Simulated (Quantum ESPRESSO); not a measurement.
# W (Im-3m) in Quantum ESPRESSO: phonons with LDA+U

Aim: the phonons of W with LDA+U.

Everything below comes from runs of Quantum ESPRESSO 7.5. Logs are shortened: lines on timing, memory, paths and dates and some standing lists are left out, and cuts for length are marked.

## (1) The crystal as given

The structure is cubic, space group Im-3m (No. 229). The conventional cell has a = 3.165 Å, b = 3.165 Å, c = 3.165 Å, α = 90.00°, β = 90.00°, γ = 90.00°. W (site symmetry m-3m) is surrounded by 8 W at 2.74 Å.

## (2) Phonons, LDA+U

The input, pw.in:

```
&CONTROL
  calculation = 'scf'
  prefix = 'pwscf'
  outdir = './tmp'
  pseudo_dir = './pseudo'
  tprnfor = .true.
  tstress = .true.
  disk_io = 'low'
/
&SYSTEM
  ibrav = 0
  nat = 1
  ntyp = 1
  ecutwfc = 70
  nbnd = 16
  occupations = 'smearing'
  smearing = 'mp'
  degauss = 0.01999163
/
&ELECTRONS
  conv_thr = 2d-10
  electron_maxstep = 120
  mixing_beta = 0.3
  mixing_ndim = 16
/
ATOMIC_SPECIES
W    183.8400 W.upf
CELL_PARAMETERS angstrom
  -1.5823450000    1.5823450000    1.5823450000
   1.5823450000   -1.5823450000    1.5823450000
   1.5823450000    1.5823450000   -1.5823450000
ATOMIC_POSITIONS angstrom
W      0.0000000000    0.0000000000    0.0000000000
K_POINTS automatic
10 10 10 0 0 0
HUBBARD {atomic}
U W-5d 4.5
```

The input, scf2.in:

```
&CONTROL
  calculation = 'scf'
  prefix = 'pwscf'
  outdir = './tmp'
  pseudo_dir = './pseudo'
  tprnfor = .true.
  tstress = .true.
  disk_io = 'low'
/
&SYSTEM
  ibrav = 0
  nat = 1
  ntyp = 1
  ecutwfc = 70
  nbnd = 16
  occupations = 'smearing'
  smearing = 'mp'
  degauss = 0.01999163
/
&ELECTRONS
  conv_thr = 1d-13
  electron_maxstep = 120
  mixing_beta = 0.3
  mixing_ndim = 16
  startingpot = 'file'
  startingwfc = 'file'
/
ATOMIC_SPECIES
W    183.8400 W.upf
CELL_PARAMETERS angstrom
  -1.5823450000    1.5823450000    1.5823450000
   1.5823450000   -1.5823450000    1.5823450000
   1.5823450000    1.5823450000   -1.5823450000
ATOMIC_POSITIONS angstrom
W      0.0000000000    0.0000000000    0.0000000000
K_POINTS automatic
10 10 10 0 0 0
HUBBARD {atomic}
U W-5d 4.5
```

The input, ph.in:

```
phonons of W
&INPUTPH
  prefix = 'pwscf'
  outdir = './tmp'
  tr2_ph = 1d-18
  fildyn = 'dyn'
  niter_ph = 90
  alpha_mix(1) = 0.4
/
0.4330127019 0.4330127019 0.4330127019
```

The input, relax_v0.99.in:

```
&CONTROL
  calculation = 'relax'
  prefix = 'pwscf'
  outdir = './tmp'
  pseudo_dir = './pseudo'
  tprnfor = .true.
  tstress = .true.
  disk_io = 'low'
  nstep = 30
  forc_conv_thr = 0.0001
  etot_conv_thr = 1d-06
/
&SYSTEM
  ibrav = 0
  nat = 1
  ntyp = 1
  ecutwfc = 70
  nbnd = 16
  occupations = 'smearing'
  smearing = 'mp'
  degauss = 0.01999163
/
&ELECTRONS
  conv_thr = 1d-13
  electron_maxstep = 120
  mixing_beta = 0.3
  mixing_ndim = 16
/
&IONS
  ion_dynamics = 'bfgs'
/
ATOMIC_SPECIES
W    183.8400 W.upf
CELL_PARAMETERS angstrom
  -1.5770528367    1.5770528367    1.5770528367
   1.5770528367   -1.5770528367    1.5770528367
   1.5770528367    1.5770528367   -1.5770528367
ATOMIC_POSITIONS angstrom
W      0.0000000000    0.0000000000    0.0000000000
K_POINTS automatic
10 10 10 0 0 0
HUBBARD {atomic}
U W-5d 4.5
```

The input, ph_v0.99.in:

```
phonons at 0.99 of the volume
&INPUTPH
  prefix = 'pwscf'
  outdir = './tmp'
  tr2_ph = 1d-18
  fildyn = 'dyn_v0.99'
  niter_ph = 90
  alpha_mix(1) = 0.4
/
0.4330127019 0.4330127019 0.4330127019
```

The input, relax_v1.01.in:

```
&CONTROL
  calculation = 'relax'
  prefix = 'pwscf'
  outdir = './tmp'
  pseudo_dir = './pseudo'
  tprnfor = .true.
  tstress = .true.
  disk_io = 'low'
  nstep = 30
  forc_conv_thr = 0.0001
  etot_conv_thr = 1d-06
/
&SYSTEM
  ibrav = 0
  nat = 1
  ntyp = 1
  ecutwfc = 70
  nbnd = 16
  occupations = 'smearing'
  smearing = 'mp'
  degauss = 0.01999163
/
&ELECTRONS
  conv_thr = 1d-13
  electron_maxstep = 120
  mixing_beta = 0.3
  mixing_ndim = 16
/
&IONS
  ion_dynamics = 'bfgs'
/
ATOMIC_SPECIES
W    183.8400 W.upf
CELL_PARAMETERS angstrom
  -1.5876019988    1.5876019988    1.5876019988
   1.5876019988   -1.5876019988    1.5876019988
   1.5876019988    1.5876019988   -1.5876019988
ATOMIC_POSITIONS angstrom
W      0.0000000000    0.0000000000    0.0000000000
K_POINTS automatic
10 10 10 0 0 0
HUBBARD {atomic}
U W-5d 4.5
```

The input, ph_v1.01.in:

```
phonons at 1.01 of the volume
&INPUTPH
  prefix = 'pwscf'
  outdir = './tmp'
  tr2_ph = 1d-18
  fildyn = 'dyn_v1.01'
  niter_ph = 90
  alpha_mix(1) = 0.4
/
0.4330127019 0.4330127019 0.4330127019
```

Potentials or basis: PseudoDojo 0.4.1 SR LDA standard.

Run with:

```
> OMP_NUM_THREADS=1 pw.x -in pw.in > pw.out
> OMP_NUM_THREADS=1 pw.x -in scf2.in > scf2.out
> OMP_NUM_THREADS=1 ph.x -in ph.in > ph.out
> OMP_NUM_THREADS=1 pw.x -in relax_v0.99.in > relax_v0.99.out
> OMP_NUM_THREADS=1 ph.x -in ph_v0.99.in > ph_v0.99.out
> OMP_NUM_THREADS=1 pw.x -in relax_v1.01.in > relax_v1.01.out
> OMP_NUM_THREADS=1 ph.x -in ph_v1.01.in > ph_v1.01.out
```

pw.out:

```text
This program is part of the open-source Quantum ESPRESSO suite
     for quantum simulation of materials; please cite
         "P. Giannozzi et al., J. Phys.:Condens. Matter 21 395502 (2009);
         "P. Giannozzi et al., J. Phys.:Condens. Matter 29 465901 (2017);
         "P. Giannozzi et al., J. Chem. Phys. 152 154105 (2020);
     in publications or presentations arising from this work. More details at

     Message from routine setup:
     using ibrav=0 with symmetry is DISCOURAGED, use correct ibrav instead

     G-vector sticks info
     --------------------
     sticks:   dense  smooth     PW     G-vecs:    dense   smooth      PW
     Sum         557     557    213                 8391     8391    1961

     Using Slab Decomposition

     bravais-lattice index     =            0
     lattice parameter (alat)  =       5.1792  a.u.
     unit-cell volume          =     106.9449 (a.u.)^3
     number of atoms/cell      =            1
     number of atomic types    =            1
     number of electrons       =        14.00
     number of Kohn-Sham states=           16
     kinetic-energy cutoff     =      70.0000  Ry
     charge density cutoff     =     280.0000  Ry
     scf convergence threshold =      2.0E-10
     mixing beta               =       0.3000
     number of iterations used =           16  plain     mixing
     Exchange-correlation= SLA  PW   NOGX NOGC
                           (   1   4   0   0   0   0   0)
     Hubbard projectors: atomic
     Hubbard parameters of DFT+U (Dudarev formulation) in eV:
     U(W-5d) =  4.5000

     Internal variables: lda_plus_u =T, lda_plus_u_kind = 0

     Internal variables: orbital_resolved =F, hub_pot_fix =F, apply_U = F

     celldm(1)=   5.179176  celldm(2)=   0.000000  celldm(3)=   0.000000
     celldm(4)=   0.000000  celldm(5)=   0.000000  celldm(6)=   0.000000

     crystal axes: (cart. coord. in units of alat)
               a(1) = (  -0.577350   0.577350   0.577350 )
               a(2) = (   0.577350  -0.577350   0.577350 )
               a(3) = (   0.577350   0.577350  -0.577350 )

     reciprocal axes: (cart. coord. in units 2 pi/alat)
               b(1) = ( -0.000000  0.866025  0.866025 )
               b(2) = (  0.866025 -0.000000  0.866025 )
               b(3) = (  0.866025  0.866025  0.000000 )

     PseudoPot. # 1 for W  read from file:
     W.upf
     Pseudo is Norm-conserving + core correction, Zval = 14.0
     Generated using ONCVPSP code by D. R. Hamann
     Using radial grid of 1380 points,  8 beta functions with:
                l(1) =   0
                l(2) =   0
                l(3) =   1
                l(4) =   1
                l(5) =   2
                l(6) =   2
                l(7) =   3
                l(8) =   3

     atomic species   valence    mass     pseudopotential
     W                14.00   183.84000     W ( 1.00)

     48 Sym. Ops., with inversion, found

   Cartesian axes

     site n.     atom                  positions (alat units)
         1        W      tau(   1) = (   0.0000000   0.0000000   0.0000000  )

     number of k points=    47  Methfessel-Paxton smearing, width (Ry)=  0.0200
                       cart. coord. in units 2pi/alat
        k(    1) = (   0.0000000   0.0000000   0.0000000), wk =   0.0020000
        k(    2) = (   0.0866025   0.0866025   0.0000000), wk =   0.0240000
        k(    3) = (   0.1732051   0.1732051   0.0000000), wk =   0.0240000
        k(    4) = (   0.2598076   0.2598076   0.0000000), wk =   0.0240000
        k(    5) = (   0.3464102   0.3464102   0.0000000), wk =   0.0240000
        k(    6) = (  -0.4330127  -0.4330127   0.0000000), wk =   0.0120000
[... 39 lines left out ...]
        k(   46) = (  -0.8660254  -0.0866025  -0.0866025), wk =   0.0240000
        k(   47) = (  -0.8660254  -0.8660254  -0.8660254), wk =   0.0020000

     Dense  grid:     8391 G-vectors     FFT dimensions: (  27,  27,  27)

     Initial potential from superposition of free atoms

     starting charge      13.9996, renormalised to      14.0000

     STARTING HUBBARD OCCUPATIONS:

     =================== HUBBARD OCCUPATIONS ===================
     ------------------------ ATOM    1 ------------------------
     Tr[ns(  1)] =   4.00000
     eigenvalues:
       0.400  0.400  0.400  0.400  0.400
     eigenvectors (columns):
       1.000  0.000  0.000  0.000  0.000
       0.000  1.000  0.000  0.000  0.000
       0.000  0.000  1.000  0.000  0.000
       0.000  0.000  0.000  1.000  0.000
       0.000  0.000  0.000  0.000  1.000
     occupation matrix ns (before diag.):
       0.400  0.000  0.000  0.000  0.000
       0.000  0.400  0.000  0.000  0.000
       0.000  0.000  0.400  0.000  0.000
       0.000  0.000  0.000  0.400  0.000
       0.000  0.000  0.000  0.000  0.400

     Number of occupied Hubbard levels =    4.0000

     Atomic wfc used for Hubbard projectors are NOT orthogonalized

     Starting wfcs are   10 randomized atomic wfcs +    6 random wfcs

     Self-consistent Calculation

     iteration #  1     ecut=    70.00 Ry     beta= 0.30
     Davidson diagonalization with overlap
     ethr =  1.00E-02,  avg # of iterations =  5.5

     =================== HUBBARD OCCUPATIONS ===================
     ------------------------ ATOM    1 ------------------------
     Tr[ns(  1)] =   6.56971
     eigenvalues:
       0.589  0.589  0.702  0.702  0.702
     eigenvectors (columns):
       0.034 -0.999 -0.000 -0.000  0.000
       0.000 -0.000  0.225  0.872 -0.435
       0.000 -0.000  0.641  0.204  0.740
      -0.999 -0.034  0.000  0.000 -0.000
      -0.000  0.000 -0.734  0.445  0.513
     occupation matrix ns (before diag.):
       0.589 -0.000 -0.000  0.000  0.000
      -0.000  0.702 -0.000  0.000  0.000
      -0.000 -0.000  0.702  0.000  0.000
       0.000  0.000  0.000  0.589 -0.000
       0.000  0.000  0.000 -0.000  0.702

     Number of occupied Hubbard levels =    6.5697

     Threshold (ethr) on eigenvalues was too large:
     Diagonalizing with lowered threshold

     Davidson diagonalization with overlap
     ethr =  2.93E-04,  avg # of iterations =  1.9

     total energy              =    -151.48050801 Ry
     estimated scf accuracy    <       0.04128325 Ry
[... 64 lines left out ...]
     iteration # 11     ecut=    70.00 Ry     beta= 0.30
     Davidson diagonalization with overlap
     ethr =  4.24E-12,  avg # of iterations =  1.8

     End of self-consistent calculation

     =================== HUBBARD OCCUPATIONS ===================
     ------------------------ ATOM    1 ------------------------
     Tr[ns(  1)] =   6.70004
     eigenvalues:
       0.578  0.578  0.731  0.731  0.731
     eigenvectors (columns):
       0.049  0.999 -0.000  0.000 -0.000
       0.000  0.000  0.233 -0.953 -0.191
       0.000  0.000  0.686  0.301 -0.662
      -0.999  0.049  0.000 -0.000  0.000
      -0.000 -0.000 -0.689 -0.023 -0.724
     occupation matrix ns (before diag.):
       0.578 -0.000 -0.000  0.000  0.000
      -0.000  0.731 -0.000  0.000  0.000
      -0.000 -0.000  0.731  0.000  0.000
       0.000  0.000  0.000  0.578 -0.000
       0.000  0.000  0.000 -0.000  0.731

     Number of occupied Hubbard levels =    6.7000

          k = 0.0000 0.0000 0.0000 (  1055 PWs)   bands (ev):

   -51.8704 -15.4271 -15.4271 -15.4271  12.5767  20.0177  20.0177  20.0177
    24.1624  24.1624  36.7701  36.7701  36.7701  49.0805  49.0805  51.4790
[... 18 lines left out ...]
   -51.8911 -16.6131 -15.8143 -15.4339  14.5967  17.5912  21.7209  24.0319
    24.8760  26.5945  34.4375  34.5415  40.7136  45.3571  46.6731  48.2913

          k =-0.4330-0.4330 0.0000 (  1048 PWs)   bands (ev):

   -51.8943 -16.7286 -15.8499 -15.4347  14.4373  17.3814  22.9816  23.9546
    25.0609  27.8613  33.2133  33.7384  38.9428  44.2340  49.1717  49.7225

          k = 0.1732 0.0866 0.0866 (  1043 PWs)   bands (ev):
[... 81 lines left out ...]
   -51.7547 -16.3789 -16.3789 -15.7607  16.7050  18.6741  18.6741  24.9635
    24.9635  29.5461  33.5829  33.5829  37.1710  45.1540  45.1540  50.9195

          k =-0.0000-0.1732 0.3464 (  1055 PWs)   bands (ev):

   -51.8425 -16.2906 -15.7705 -15.5435  15.2971  18.6815  19.7272  22.5484
    24.0208  25.2241  35.9322  38.6006  42.6759  43.8052  45.1515  46.7933

          k = 0.0866-0.0866 0.3464 (  1054 PWs)   bands (ev):
[... 46 lines left out ...]
   -51.7972 -15.9776 -15.7616 -15.7616  15.6933  20.2295  20.2672  20.2672
    21.8906  25.4735  37.2741  40.8562  41.8537  41.8537  47.0531  47.0531

          k =-0.0000-0.0866 0.4330 (  1053 PWs)   bands (ev):

   -51.7747 -16.2603 -15.9030 -15.8088  16.5826  18.8696  20.0798  21.3606
    23.6843  25.6052  36.2161  40.7830  41.5260  42.4269  47.0008  47.5233

          k = 0.0000-0.1732 0.5196 (  1058 PWs)   bands (ev):
[... 21 lines left out ...]
   -51.7068 -16.4164 -16.4164 -15.8486  17.5065  17.5065  19.1990  24.8219
    24.8219  31.3410  33.1804  33.1804  42.8928  42.8928  43.9980  50.7210

          k =-0.0000-0.0000 0.5196 (  1048 PWs)   bands (ev):

   -51.7206 -16.2701 -16.0507 -16.0507  17.3016  17.8600  21.6533  21.6533
    23.8886  25.6921  37.4609  39.3385  39.3385  43.2152  49.8294  49.8305

          k = 0.0000-0.0866 0.6062 (  1055 PWs)   bands (ev):
[... 26 lines left out ...]
   -51.6346 -16.3372 -16.3372 -16.3372  15.7252  15.7252  26.8235  26.8235
    26.8235  30.5017  30.5017  30.5017  38.1413  45.5413  45.5413  45.7224

     the Fermi energy is    21.7366 ev

!    total energy              =    -151.48718667 Ry
     estimated scf accuracy    <          9.6E-11 Ry
     smearing contrib. (-TS)   =      -0.00041277 Ry
     internal energy E=F+TS    =    -151.48677390 Ry

     The total energy is F=E-TS. E is the sum of the following terms:
     one-electron contribution =     -15.76941989 Ry
     hartree contribution      =      16.15399722 Ry
     xc contribution           =     -32.95642813 Ry
     ewald contribution        =    -119.27129788 Ry
     Hubbard energy            =       0.35637478 Ry

     convergence has been achieved in  11 iterations

     Forces acting on atoms (cartesian axes, Ry/au):

     atom    1 type  1   force =     0.00000000    0.00000000    0.00000000

     Total force =     0.000000     Total SCF correction =     0.000000

     Computing stress (Cartesian axis) and pressure

          total   stress  (Ry/bohr**3)                   (kbar)     P=     -201.00
  -0.00136637   0.00000000   0.00000000         -201.00        0.00        0.00
   0.00000000  -0.00136637   0.00000000            0.00     -201.00        0.00
   0.00000000   0.00000000  -0.00136637            0.00        0.00     -201.00

=------------------------------------------------------------------------------=
   JOB DONE.
=------------------------------------------------------------------------------=
```

Run time: 11 min. Hardware: 1 thread of Arm Neoverse V1, shared host; peak memory 0.09 GiB.

Results:

* Free energy: -2061.0882 eV
* Pressure: -20.1 GPa
* Band gap on the k mesh: none (metal or under the smearing width)
* Highest phonon frequency at the q point run: 216 cm⁻¹

Phonon frequencies in cm⁻¹ (negative: imaginary):
```tsv
q point	frequencies
(0.250, 0.250, 0.250)	216 216 216
```

Eigenvalues of the final occupation matrices:
| site | spin | trace | eigenvalues |
| --- | --- | --- | --- |
| W 1 5d | each | 3.35 | 0.58 0.58 0.73 0.73 0.73 |

Phonon modes at q = (0.250, 0.250, 0.250) in reciprocal lattice units:
| mode | symmetry | cm⁻¹ |
| --- | --- | --- |
| 1 | T_2 | 216 |
| 2 | T_2 | 216 |
| 3 | T_2 | 216 |

Mode Grüneisen parameters of phonons at q = (0.250, 0.250, 0.250) in reciprocal lattice units, in order of frequency: 1.25, 1.25, 1.25

Frequencies at 99 % and 101 % of the volume (pressures -17.5 and -22.6 GPa), ions relaxed:
```csv
mode,99 % (cm⁻¹),101 % (cm⁻¹),Grüneisen parameter
1,218.5,213.1,1.25
2,218.5,213.1,1.25
3,218.5,213.1,1.25
```

Caveat: the mesh is thin for the phonons of a metal; the cell is more than 3 GPa from zero pressure, which shifts response properties; the q point doesn't lie on the k mesh, which can shift a metal's frequencies strongly unless the mesh is converged; U without spin polarisation on a metal has little footing; the U is typed as a test and isn't derived for this compound.
